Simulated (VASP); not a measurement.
Here is a VASP 6.6.1 calculation.

File INCAR:

```
SYSTEM = SiGe15
  ALGO = Fast
  EDIFF = 1E-7
  ENCUT = 520
  GGA = PS
  ICORELEVEL = 1
  ISIF = 2
  ISMEAR = 0
  KPAR = 4
  LASPH = .TRUE.
  LCHARG = .FALSE.
  LREAL = .FALSE.
  LWAVE = .FALSE.
  NBANDS = 121
  NELM = 80
  PREC = Accurate
  SIGMA = 0.03
```

The input KPOINTS:

```
k-points
0
G
  6 6 6
  0 0 0
```

The input POSCAR:

```
SiGe15                                  
1.0
    0.0000000000      5.6563610790     -5.6563610790
    5.6563610790      5.6563610790     -0.0000000000
    5.6563610790      0.0000000000     -5.6563610790
  Si              Ge            
     1    15
Direct
     0.5000000000000000    0.0000000000000000    0.5000000000000000
     0.4999929415247734    0.5000070584752266    0.4999929415247734
     0.0000070584752268    0.9999929415247735    0.4999929415247734
     0.0000070584752268    0.5000070584752266    0.4999929415247734
     0.4999929415247734    0.9999929415247735    0.0000070584752268
     0.4999929415247734    0.5000070584752266    0.0000070584752268
     0.0000070584752268    0.9999929415247735    0.0000070584752268
     0.0000000000000000    0.5000000000000000    0.0000000000000000
     0.3765161335221036    0.3704515994336964    0.3765161335221036
     0.3765161335221036    0.8765161335221034    0.3765161335221036
     0.8749588812041461    0.3749588812041463    0.3751233563875685
     0.8704515994336965    0.8765161335221034    0.3765161335221036
     0.3751233563875685    0.3749588812041463    0.8749588812041461
     0.3765161335221036    0.8765161335221034    0.8704515994336965
     0.8749588812041461    0.3749588812041463    0.8749588812041461
     0.8749588812041461    0.8751233563875684    0.8749588812041461
```

The input KPOINTS_OPT:

```
explicit points
6
Reciprocal
 0.0000000000  0.0000000000  0.0000000000 1
 0.3750000000  0.3750000000  0.7500000000 1
 0.5000000000  0.5000000000  0.5000000000 1
 0.6250000000  0.2500000000  0.6250000000 1
 0.5000000000  0.2500000000  0.7500000000 1
 0.5000000000  0.0000000000  0.5000000000 1
```

Potentials or basis: VASP PAW PBE potentials, release 64 (Si, Ge_d).

Launch:

```sh
$ cat potpaw_PBE.64/Si/POTCAR potpaw_PBE.64/Ge_d/POTCAR > POTCAR
$ mpirun -np 4 vasp_std > vasp.out
```

(1) Predict the band gap on the k mesh.

(2) Predict the band gap along the path.

(3) Predict the pressure.

Answers

(1) 0.10 eV, direct.

(2) 0.10 eV, direct.

(3) -0.1 GPa.

Caveat: the PAW data sets were made with another functional, which shifts forces and pressure a little.
